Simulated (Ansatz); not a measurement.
BaS:

```
CELL_PARAMETERS angstrom
0.00000 3.19375 3.19375
3.19375 0.00000 3.19375
3.19375 3.19375 0.00000
ATOMIC_POSITIONS crystal
Ba 0.00000 0.00000 0.00000
S 0.50000 0.50000 0.50000
```

Base run:

```yaml
Program: Ansatz 0.2.0
Functional: PBEsol
Potentials_or_basis: Ansatz PAW
Cutoff: "420 eV (not typed: the program's choice for these potentials)"
k_mesh: 5 × 5 × 5
Occupations: fermi-dirac, width 0.05 eV
Spin: spin-orbit coupling, no magnetisation
```

Its results: band gap on the k mesh 2.15 eV, indirect (least direct gap 2.24 eV); pressure -1.2 GPa.

Problem. The run is repeated on the same cell with these changes: functional from PBEsol to PBE. What comes out?

Solution. Band gap on the k mesh 2.27 eV, indirect (least direct gap 2.36 eV); pressure 0.8 GPa.

PBE binds less tightly than PBEsol, so the same cell stands under more pressure.

Caveats: the k mesh misses the band edges, so the gap on the mesh is wider than the one along the path; the PAW data sets come from PBE, with cores solved anew for the run's functional, which leaves a small shift of forces and pressure (some runs).
